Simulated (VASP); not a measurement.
# From an Ansatz input to VASP: AlN (rocksalt)

Ansatz input

```yaml
crystal:
  lattice:
    - [0.0, 1.916691, 1.916691]
    - [1.916691, 0.0, 1.916691]
    - [1.916691, 1.916691, 0.0]
  atoms:
    - { symbol: Al, position: [0.0, 0.0, 0.0] }
    - { symbol: "N", position: [0.5, 0.5, 0.5] }
kpoints:
  mp_grid: { grid: [10, 10, 10] }
hamiltonian:
  xc: pbe
scf:
  occupations: { method: fermi_dirac, width: 0.02 }
relax:
  f_tol: 0.005
  cell: {}
```

Question: Translate this input to VASP.

Answer: 

INCAR

```
LREAL = .FALSE.
NELM = 120
PREC = Accurate
LASPH = .TRUE.
NSW = 40
SIGMA = 0.02
ENCUT = 600
EDIFFG = -5E-3
LWAVE = .FALSE.
ISMEAR = -1
LCHARG = .FALSE.
ISIF = 3
GGA = PE
NBANDS = 11
IBRION = 2
EDIFF = 1E-7
```

KPOINTS

```
KPOINTS created by Atomic Simulation Environment
0
Gamma
10 10 10
0 0 0
```

POSCAR

```
Al N
 1.0000000000000000
     0.0000000000000000    1.9166909999999999    1.9166909999999999
     1.9166909999999999    0.0000000000000000    1.9166909999999999
     1.9166909999999999    1.9166909999999999    0.0000000000000000
 Al  N
   1   1
Cartesian
  0.0000000000000000  0.0000000000000000  0.0000000000000000
  1.9166909999999999  1.9166909999999999  1.9166909999999999
```

VASP ran with the recommended PBE PAW datasets (8 valence electrons in the cell). Other inputs would serve too.

```tsv
	Ansatz	VASP
relaxed cell vector lengths	2.878, 2.878, 2.878 Å	2.877, 2.877, 2.877 Å
relaxed cell volume	16.86 Å³	16.83 Å³
```

Datasets and cutoffs are each program's own. VASP's cell holds 8 valence electrons and Ansatz's 8.
